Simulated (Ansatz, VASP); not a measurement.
## HfO2 in VASP and in Ansatz

INCAR

```
SYSTEM = HfO2
PREC = Accurate
ENCUT = 520
EDIFF = 1E-6
ISMEAR = 0
SIGMA = 0.05
LREAL = .False.
LASPH = .True.
NELM = 60
ALGO = Normal
ISIF = 2
LWAVE = .False.
LCHARG = .False.
GGA = PS
NBANDS = 18
```

Contents of KPOINTS:

```
regular mesh
0
Gamma
  8 8 8
  0 0 0
```

Contents of POSCAR:

```
HfO2
1.0
    0.0000000000      2.5661033977      2.5661033977
    2.5661033977      0.0000000000      2.5661033977
    2.5661033977      2.5661033977      0.0000000000
Hf O
1 2
Direct
    0.0000000000      0.0000000000      0.0000000000
    0.2500000000      0.2500000000      0.2500000000
    0.7500000000      0.7500000000      0.7500000000
```

Input for Ansatz:

```yaml
crystal:
  lattice:
    - [0.0, 2.5661033977, 2.5661033977]
    - [2.5661033977, 0.0, 2.5661033977]
    - [2.5661033977, 2.5661033977, 0.0]
  atoms:
    - { symbol: Hf, position: [0.0, 0.0, 0.0] }
    - { symbol: O, position: [0.25, 0.25, 0.25] }
    - { symbol: O, position: [0.75, 0.75, 0.75] }
basis:
  ecutwfc: 520.0
kpoints:
  mp_grid: { grid: [8, 8, 8] }
hamiltonian:
  xc: pbesol
  pseudopotentials: { kind: paw, azcp: { folder: soft_1 } }
scf:
  occupations: { method: gaussian, width: 0.05 }
output:
  forces: true
  stress: true
  eigenvalues: true
```

Alike in both runs: task single point; functional PBEsol; k mesh 8 × 8 × 8; occupations gaussian, width 0.05 eV; no spin polarisation.

```csv
,VASP,Ansatz
version,VASP 6.6.1,Ansatz 0.2.0
potentials or method,"VASP PAW PBE potentials, release 64 (Hf_pv, O)","scalar-relativistic, plane waves, PAW"
plane-wave cutoff (eV),520,520
valence electrons in the cell,22,38
```

VASP gave:

| Property | Result |
| --- | --- |
| gap on the k mesh at the Fermi level (eV) | 3.58 |
| least direct gap on the mesh (eV) | 3.58 |
| pressure (GPa) | -15.6 |

Question: Estimate Ansatz's values.

Answer: gap on the k mesh at the Fermi level (eV): 3.57; least direct gap on the mesh (eV): 3.57; pressure (GPa): -12.3.

The two sets of potentials don't hold the same shells in valence. Ansatz warned: «pseudo_functional_mismatch».

Caveats: so large a pressure means that the cell lies far from this level's equilibrium, or that cutoff or potentials fall short (VASP); the potentials were made for another functional, which shifts forces and pressure (VASP); spin-orbit coupling is left out, which moves the levels of the heavy elements. A k mesh can miss the band edges.
